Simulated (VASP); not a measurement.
Input of a VASP 6.6.1 run:

The input INCAR:

```
SYSTEM = Al
PREC     = Accurate       ! precision mode
ENCUT    = 520            ! plane-wave cutoff, eV
EDIFF    = 1E-6           ! SCF threshold, eV
ISMEAR   = -1             ! smearing method
SIGMA    = 0.05           ! smearing width, eV
LREAL    = .FALSE.        ! projectors in reciprocal space
LASPH    = .TRUE.         ! aspherical terms in the spheres
NELM     = 100            ! most SCF steps
ALGO     = Normal         ! electronic algorithm
ISIF     = 2              ! what is computed and relaxed
LWAVE    = .FALSE.        ! write WAVECAR
LCHARG   = .FALSE.        ! write CHGCAR
LDIPOL   = .TRUE.       
IDIPOL   = 3            
DIPOL    = 0.5 0.5 0.500
GGA      = PE             ! functional
EFIELD   = 0            
LVHAR    = .TRUE.       
LVACPOTAV= .TRUE.
```

KPOINTS

```
Automatic mesh
0
G
  11 11 1
  0 0 0
```

Contents of POSCAR:

```
Al
1.0
    2.8270770242      0.0000000000      0.0000000000
   -1.4135385121      2.4483205214      0.0000000000
    0.0000000000      0.0000000000     26.4824913375
Al
6
Direct
    0.6666666700      0.3333333400      0.2832059833
    0.0000000000      0.0000000000      0.3699235900
    0.3333333300      0.6666666600      0.4566411967
    0.0000000000      0.0000000000      0.5433588033
    0.6666666700      0.3333333400      0.6300764100
    0.0000000000      0.0000000000      0.7167940167
```

Potentials or basis: VASP PAW PBE potentials, release 64 (Al).

Run with:

```sh
$ cat potpaw_PBE.64/Al/POTCAR > POTCAR
$ mpirun -np 1 vasp_std > vasp.out
```

(1) Estimate the work function of the upper face.

(2) Predict the work function of the lower face.

(3) Predict the band gap on the k mesh.

(4) Predict the largest force.

## Answers

(1) 4.10 eV.

(2) 4.11 eV.

(3) none (metal or under the smearing width).

(4) 0.217 eV/Å.
